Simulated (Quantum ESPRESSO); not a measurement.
# H on fcc sites of Rh(111): a series in the coverage, part 3 of 9

Wanted: a table for H on fcc sites of Rh(111) against the coverage, and what can be fitted to it.

Quantum ESPRESSO 7.5; plane-wave DFT, PBE, GBRV ultrasoft pseudopotentials.

So far. Step 2 (Relaxing cell and ions of the reference):  The last row is no step: it is a fresh SCF in the final cell with a new plane-wave basis, -0 meV from the row before. Step 4 (Relaxation with pw.x of the reference): The relaxation lowers the energy by 1 meV an atom.

### 5. Relaxation with pw.x, 0 ML

What the set-up leaves free in this member is relaxed.

System of this step: Rh(111), 3 layers, 1 sites a cell. The cell holds 3 atoms: 3 Rh. Cell: a = 2.710 Å, b = 2.710 Å, c = 18.543 Å, α = 90.0°, β = 90.0°, γ = 60.0°. It derives from Rh. Vacuum lies along c.

m0.relax.in

```
&control
  prefix = 'm0.relax'
  outdir = './out'
  pseudo_dir = './pseudo'
  nstep = 70
  forc_conv_thr = 0.0015
  calculation = 'relax'
/
&system
  ibrav = 0
  nat = 3
  ntyp = 1
  ecutwfc = 40
  ecutrho = 200
  occupations = 'smearing'
  smearing = 'mv'
  degauss = 0.02
/
&electrons
  conv_thr = 1e-07
  mixing_beta = 0.3
  electron_maxstep = 120
  mixing_mode = 'local-TF'
/
&ions
/
ATOMIC_SPECIES
  Rh  102.9055  rh_pbe_v1.4.uspp.F.UPF
CELL_PARAMETERS angstrom
  2.70966521178718 0.00000000000000 0.00000000000000
  1.35483260589359 2.34663890915864 0.00000000000000
  0.00000000000000 0.00000000000000 18.54292636387133
ATOMIC_POSITIONS crystal
  Rh  0.333333333300 0.333333333300 0.380685910224
  Rh  0.666666666700 0.666666666700 0.500000000000 0 0 0
  Rh  0.000000000000 0.000000000000 0.619314089776
K_POINTS automatic
  10 10 1 0 0 0
```

Launch:

```
$ OMP_NUM_THREADS=1 mpirun -n 16 pw.x -nk 4 -in m0.relax.in > m0.relax.out
```

The log of the run:

```text
[banner, memory and clock lines left out]
Program PWSCF v.7.5 starts

          URL

     Message from routine setup:
     using ibrav=0 with symmetry is DISCOURAGED, use correct ibrav instead

     bravais-lattice index     =            0
     lattice parameter (alat)  =       5.1205  a.u.
     unit-cell volume          =     795.6770 (a.u.)^3
     number of atoms/cell      =            3
     number of atomic types    =            1
     number of electrons       =        45.00
     number of Kohn-Sham states=           28
     kinetic-energy cutoff     =      40.0000  Ry
     charge density cutoff     =     200.0000  Ry
     scf convergence threshold =      1.0E-07
     mixing beta               =       0.3000
     number of iterations used =            8  local-TF  mixing
     energy convergence thresh.=      1.0E-04
     force convergence thresh. =      1.5E-03
     Exchange-correlation=  SLA  PW   PBX  PBC
                           (   1   4   3   4   0   0   0)
     nstep                     =           70

     celldm(1)=   5.120525  celldm(2)=   0.000000  celldm(3)=   0.000000
     celldm(4)=   0.000000  celldm(5)=   0.000000  celldm(6)=   0.000000

     crystal axes: (cart. coord. in units of alat)
               a(1) = (   1.000000   0.000000   0.000000 )
               a(2) = (   0.500000   0.866025   0.000000 )
               a(3) = (   0.000000   0.000000   6.843254 )

     reciprocal axes: (cart. coord. in units 2 pi/alat)
               b(1) = (  1.000000 -0.577350  0.000000 )
               b(2) = (  0.000000  1.154701  0.000000 )
               b(3) = (  0.000000  0.000000  0.146129 )

     PseudoPot. # 1 for Rh read from file:
     ./pseudo/rh_pbe_v1.4.uspp.F.UPF
     Pseudo is Ultrasoft + core correction, Zval = 15.0
     Generated by new atomic code, or converted to UPF format
     Using radial grid of  969 points,  7 beta functions with:
                l(1) =   0
                l(2) =   0
                l(3) =   1
                l(4) =   1
                l(5) =   2
                l(6) =   2
                l(7) =   2
     Q(r) pseudized with  8 coefficients,  rinner =    1.200   1.200   1.200
                                                       1.200   1.200

     atomic species   valence    mass     pseudopotential
     Rh               15.00   102.90550     Rh( 1.00)

     12 Sym. Ops., with inversion, found ( 6 have fractional translation)

   Cartesian axes

     site n.     atom                  positions (alat units)
         1        Rh     tau(   1) = (   0.5000000   0.2886751   2.6051302  )
         2        Rh     tau(   2) = (   1.0000000   0.5773503   3.4216268  )
         3        Rh     tau(   3) = (   0.0000000   0.0000000   4.2381234  )

     number of k points=    14  Marzari-Vanderbilt smearing, width (Ry)=  0.0200
                       cart. coord. in units 2pi/alat
        k(    1) = (   0.0000000   0.0000000   0.0000000), wk =   0.0200000
        k(    2) = (   0.0000000   0.1154701   0.0000000), wk =   0.1200000
        k(    3) = (   0.0000000   0.2309401   0.0000000), wk =   0.1200000
        k(    4) = (   0.0000000   0.3464102   0.0000000), wk =   0.1200000
        k(    5) = (   0.0000000   0.4618802   0.0000000), wk =   0.1200000
        k(    6) = (   0.0000000  -0.5773503   0.0000000), wk =   0.0600000
        k(    7) = (   0.1000000   0.1732051   0.0000000), wk =   0.1200000
        k(    8) = (   0.1000000   0.2886751   0.0000000), wk =   0.2400000
        k(    9) = (   0.1000000   0.4041452   0.0000000), wk =   0.2400000
        k(   10) = (   0.1000000  -0.6350853   0.0000000), wk =   0.2400000
        k(   11) = (   0.2000000   0.3464102   0.0000000), wk =   0.1200000
        k(   12) = (   0.2000000  -0.6928203   0.0000000), wk =   0.2400000
        k(   13) = (   0.2000000  -0.5773503   0.0000000), wk =   0.1200000
        k(   14) = (   0.3000000  -0.6350853   0.0000000), wk =   0.1200000

     Dense  grid:    38125 G-vectors     FFT dimensions: (  24,  24, 160)

     Smooth grid:    27279 G-vectors     FFT dimensions: (  24,  24, 144)

     Initial potential from superposition of free atoms

     starting charge      43.4997, renormalised to      45.0000

     negative rho (up, down):  1.750E-01 0.000E+00
     Starting wfcs are   36 randomized atomic wfcs

     per-process dynamical memory:    15.8 Mb

     Self-consistent Calculation

     iteration #  1     ecut=    40.00 Ry     beta= 0.30
     Davidson diagonalization with overlap
     ethr =  1.00E-02,  avg # of iterations =  3.1

     negative rho (up, down):  1.801E-01 0.000E+00

     total energy              =    -513.67110904 Ry
     estimated scf accuracy    <       2.08517677 Ry

     iteration #  2     ecut=    40.00 Ry     beta= 0.30
     Davidson diagonalization with overlap
     ethr =  4.63E-03,  avg # of iterations =  1.0

     negative rho (up, down):  1.928E-01 0.000E+00

     total energy              =    -513.30694463 Ry
     estimated scf accuracy    <       0.89673007 Ry

     iteration #  3     ecut=    40.00 Ry     beta= 0.30
     Davidson diagonalization with overlap
     ethr =  1.99E-03,  avg # of iterations =  2.0

     negative rho (up, down):  1.921E-01 0.000E+00

     total energy              =    -513.48274726 Ry
     estimated scf accuracy    <       0.01995827 Ry

     iteration #  4     ecut=    40.00 Ry     beta= 0.30
     Davidson diagonalization with overlap
     ethr =  4.44E-05,  avg # of iterations =  3.5

     negative rho (up, down):  1.930E-01 0.000E+00

     total energy              =    -513.48274668 Ry
     estimated scf accuracy    <       0.00598942 Ry

     iteration #  5     ecut=    40.00 Ry     beta= 0.30
     Davidson diagonalization with overlap
     ethr =  1.33E-05,  avg # of iterations =  3.1

     negative rho (up, down):  1.934E-01 0.000E+00

     total energy              =    -513.48298435 Ry
     estimated scf accuracy    <       0.00271045 Ry

     iteration #  6     ecut=    40.00 Ry     beta= 0.30
     Davidson diagonalization with overlap
     ethr =  6.02E-06,  avg # of iterations =  4.9

     negative rho (up, down):  1.897E-01 0.000E+00

     total energy              =    -513.48304324 Ry
     estimated scf accuracy    <       0.00059931 Ry

     iteration #  7     ecut=    40.00 Ry     beta= 0.30
     Davidson diagonalization with overlap
     ethr =  1.33E-06,  avg # of iterations =  5.0

     negative rho (up, down):  1.839E-01 0.000E+00

     total energy              =    -513.48271355 Ry
     estimated scf accuracy    <       0.00120586 Ry

     iteration #  8     ecut=    40.00 Ry     beta= 0.30
[...]
total energy              =    -513.48514496 Ry
     estimated scf accuracy    <       0.00000018 Ry

     iteration #  6     ecut=    40.00 Ry     beta= 0.30
     Davidson diagonalization with overlap
     ethr =  3.96E-10,  avg # of iterations =  1.7

     negative rho (up, down):  1.837E-01 0.000E+00

     total energy              =    -513.48514495 Ry
     estimated scf accuracy    <       0.00000008 Ry

     iteration #  7     ecut=    40.00 Ry     beta= 0.30
     Davidson diagonalization with overlap
     ethr =  1.80E-10,  avg # of iterations =  2.1

     negative rho (up, down):  1.837E-01 0.000E+00

     total energy              =    -513.48514496 Ry
     estimated scf accuracy    <       0.00000002 Ry

     iteration #  8     ecut=    40.00 Ry     beta= 0.30
     Davidson diagonalization with overlap
     ethr =  5.04E-11,  avg # of iterations =  2.0

     negative rho (up, down):  1.836E-01 0.000E+00

     total energy              =    -513.48514499 Ry
     estimated scf accuracy    <          6.3E-09 Ry

     iteration #  9     ecut=    40.00 Ry     beta= 0.30
     Davidson diagonalization with overlap
     ethr =  1.40E-11,  avg # of iterations =  2.1

     negative rho (up, down):  1.836E-01 0.000E+00

     total energy              =    -513.48514499 Ry
     estimated scf accuracy    <          2.2E-09 Ry

     iteration # 10     ecut=    40.00 Ry     beta= 0.30
     Davidson diagonalization with overlap
     ethr =  4.92E-12,  avg # of iterations =  1.1

     negative rho (up, down):  1.836E-01 0.000E+00

     End of self-consistent calculation

          k = 0.0000 0.0000 0.0000 (  3383 PWs)   bands (ev):

   -42.8197 -42.3524 -42.3524 -42.0582 -41.9474 -41.8374 -41.8374 -41.8337
   -41.8337  -2.9292  -1.5548  -1.3465   1.1828   1.1828   1.3332   1.5640
     1.5640   1.7214   1.9319   1.9319   3.2559   3.2559   3.8540   3.8540
     3.9384   4.6369   4.6369   5.3743

          k = 0.0000 0.1155 0.0000 (  3365 PWs)   bands (ev):

   -42.8075 -42.4100 -42.3650 -42.0442 -41.9529 -41.8844 -41.8803 -41.8495
   -41.8451  -2.5938  -1.2796  -1.0224   0.8796   1.1478   1.3128   1.4152
     1.7203   1.8611   1.9068   2.1828   2.8929   3.1667   3.2964   3.7441
     3.8711   4.6518   4.9993   6.6618

          k = 0.0000 0.2309 0.0000 (  3389 PWs)   bands (ev):

   -42.7769 -42.5511 -42.3979 -42.0252 -42.0188 -42.0049 -41.9413 -41.8809
   -41.8749  -1.7783  -0.7792  -0.3538   0.3115   0.6136   1.3549   1.6816
     1.8333   1.9689   2.1619   2.3674   2.7944   2.8825   3.2384   3.8611
     3.8933   4.6894   6.1849   8.3291

          k = 0.0000 0.3464 0.0000 (  3403 PWs)   bands (ev):

   -42.7444 -42.7159 -42.4382 -42.1768 -42.1494 -41.9908 -41.9521 -41.9194
   -41.9115  -1.2722  -0.8564  -0.5869  -0.0206   0.7472   1.2568   1.7567
     1.8478   2.4567   2.6855   2.9275   3.3819   3.6870   3.8700   4.0751
     4.5809   4.7405   7.4485  10.0169

          k = 0.0000 0.4619 0.0000 (  3409 PWs)   bands (ev):

   -42.8465 -42.7257 -42.4706 -42.3039 -42.2465 -41.9851 -41.9504 -41.9484
   -41.9411  -1.4749  -1.1578  -0.9347  -0.4156   0.6483   1.2140   1.5756
     2.1641   3.1313   3.2036   4.0755   4.2559   4.5447   4.8347   4.9019
     4.9587   6.0395   8.6741  11.6747

          k = 0.0000-0.5774 0.0000 (  3418 PWs)   bands (ev):

   -42.8954 -42.7229 -42.4830 -42.3520 -42.2787 -41.9870 -41.9622 -41.9524
   -41.9437  -1.6137  -1.3150  -1.0355  -0.5689   0.5353   1.1173   1.5004
     2.4333   3.2111   3.4252   4.4735   4.4851   4.7353   5.1939   5.2577
     6.2125   8.1031   8.2534  11.8870

          k = 0.1000 0.1732 0.0000 (  3377 PWs)   bands (ev):

   -42.7861 -42.5043 -42.3923 -42.0245 -41.9835 -41.9716 -41.9328 -41.8733
   -41.8704  -1.9959  -0.8191  -0.5077   0.4372   0.8134   1.1401   1.5906
     1.7414   1.8903   2.0198   2.6995   2.7141   2.7894   3.2992   3.4779
     4.1727   4.5000   5.9045   7.8882

          k = 0.1000 0.2887 0.0000 (  3388 PWs)   bands (ev):

   -42.7537 -42.6467 -42.4397 -42.1100 -42.0912 -41.9968 -41.9533 -41.9159
   -41.9111  -1.1907  -0.5336  -0.2906   0.2315   0.4730   1.2172   1.4763
     1.5067   2.0278   2.3332   2.5833   3.0632   3.4126   3.8097   4.0877
     4.4103   4.6416   7.0744   9.4466

          k = 0.1000 0.4041 0.0000 (  3419 PWs)   bands (ev):

   -42.7845 -42.7273 -42.4866 -42.2433 -42.2000 -41.9822 -41.9676 -41.9544
   -41.9459  -1.0925  -0.8545  -0.6999   0.0198   0.6543   1.1417   1.5421
     1.8224   2.6516   2.7664   3.0879   3.4535   3.9968   4.4508   4.6507
     5.3086   5.9355   8.4545  11.1399

          k = 0.1000-0.6351 0.0000 (  3417 PWs)   bands (ev):

   -42.8679 -42.7174 -42.5149 -42.3241 -42.2607 -41.9892 -41.9868 -41.9747
   -41.9452  -1.3492  -1.1266  -0.8543  -0.2698   0.5205   1.2326   1.3490
     2.2198   2.9212   3.2409   3.8685   4.2073   4.3845   4.5892   4.9407
     6.9348   7.9170   9.4314  12.1583

          k = 0.2000 0.3464 0.0000 (  3395 PWs)   bands (ev):

   -42.7423 -42.7273 -42.5128 -42.2040 -42.1646 -41.9884 -41.9871 -41.9692
   -41.9486  -0.6362  -0.5916  -0.2494   0.0583   0.7855   0.9176   1.3556
     1.5610   2.0210   2.0926   2.9673   3.1316   3.7282   4.4383   4.6315
     5.4818   6.0502   8.4394  10.9669

          k = 0.2000-0.6928 0.0000 (  3405 PWs)   bands (ev):

   -42.8091 -42.7088 -42.5796 -42.2679 -42.2178 -42.0444 -42.0395 -41.9664
   -41.9535  -0.8521  -0.5664  -0.4663   0.2085   0.6664   0.8512   1.6211
     1.7168   2.3365   2.4935   2.9587   3.4307   3.8961   4.5150   4.9098
     7.3664   8.2584  10.2271  12.6795

          k = 0.2000-0.5774 0.0000 (  3407 PWs)   bands (ev):

   -42.8326 -42.7026 -42.6063 -42.2889 -42.2385 -42.0682 -42.0618 -41.9695
   -41.9489  -0.9655  -0.6306  -0.4841   0.0880   0.5539   1.0428   1.4568
     1.8945   2.4595   2.9224   2.9724   3.8015   4.2344   4.3394   4.7369
     9.0981   9.8442  10.5542  12.3276

          k = 0.3000-0.6351 0.0000 (  3401 PWs)   bands (ev):

   -42.7802 -42.6943 -42.6802 -42.2395 -42.2033 -42.1411 -42.1157 -41.9600
   -41.9557  -0.6278  -0.3599  -0.1023   0.0221   0.5804   1.2196   1.7235
     1.7836   2.0263   2.0981   3.0525   3.2879   4.0708   4.3176   4.6551
     9.7092  10.8354  12.0435  12.5050

     the Fermi energy is     4.2040 ev

!    total energy              =    -513.48514500 Ry
     estimated scf accuracy    <          8.3E-10 Ry
     smearing contrib. (-TS)   =       0.00036919 Ry
     internal energy E=F+TS    =    -513.48551419 Ry

     The total energy is F=E-TS. E is the sum of the following terms:
     one-electron contribution =   -2964.78876915 Ry
     hartree contribution      =    1495.30326779 Ry
     xc contribution           =     -89.68778515 Ry
     ewald contribution        =    1045.68777232 Ry

     convergence has been achieved in  10 iterations

     negative rho (up, down):  1.836E-01 0.000E+00

     Forces acting on atoms (cartesian axes, Ry/au):

     atom    1 type  1   force =     0.00000000    0.00000000   -0.00003140
     atom    2 type  1   force =     0.00000000    0.00000000    0.00000000
     atom    3 type  1   force =    -0.00000000   -0.00000000    0.00003140

     Total force =     0.000044     Total SCF correction =     0.000208
     SCF correction compared to forces is large: reduce conv_thr to get better values
     Energy error            =      2.7E-06 Ry
     Gradient error          =      3.1E-05 Ry/Bohr

     bfgs converged in   6 scf cycles and   5 bfgs steps
     (criteria: energy <  1.0E-04 Ry, force <  1.5E-03 Ry/Bohr)

     End of BFGS Geometry Optimization

     Final energy             =    -513.4851449966 Ry

     File ./out/m0.relax.bfgs deleted, as requested
Begin final coordinates

ATOMIC_POSITIONS (crystal)
Rh               0.3333333333        0.3333333333        0.3842292023
Rh               0.6666666667        0.6666666667        0.5000000000    0   0   0
Rh               0.0000000000       -0.0000000000        0.6157707977
End final coordinates

     XML data file, charge density, pseudopotentials, collected wavefunctions

                                        0.00s GPU  (     874 calls)
```

Wall time 18 s (16 MPI ranks of Arm Neoverse V2, shared host); peak memory 0.95 GiB; 4.9 min of CPU time.

The steps of the relaxation:

```csv
step,energy less that of the first step (eV),largest force (eV/Å)
1,0.0000,0.5278
2,-0.0106,0.4530
3,-0.0203,0.3617
4,-0.0308,0.2192
5,-0.0363,0.0169
6,-0.0363,0.0008
```

The atoms that moved most (Å):

```csv
atom,dx,dy,dz,length
Rh3,0.000,0.000,-0.066,0.066
Rh1,0.000,0.000,0.066,0.066
```

The relaxed structure:

```
CELL_PARAMETERS angstrom
2.70967 0.00000 0.00000
1.35483 2.34664 0.00000
0.00000 0.00000 18.54293
ATOMIC_POSITIONS crystal
Rh 0.33333 0.33333 0.38423
Rh 0.66667 0.66667 0.50000
Rh 0.00000 0.00000 0.61577
```

The relaxation lowers the energy by 12 meV an atom. On the free atoms the largest force ends at 0.001 eV/Å.

Numbers from this step:

| Quantity | Value |
| --- | --- |
| free energy | -6986.3213 eV |
| Fermi energy | 4.204 eV |

[end of part 3 of 9]

[Logs are printed without paths, hosts, clocks, repeated set-up lines and the standing remarks that a program may print on its own settings, such as how far it seeks lower states.]

[Hosts, paths, dates, database ids (printed as entryN), source tags and the programs' standing remarks are cut or masked in the printed files.]

[Maps of the electrostatic potential energy from Ansatz leave out the sawtooth potential of an applied field or a dipole correction, so their vacuum need not be flat; planar profiles and work functions include it.]
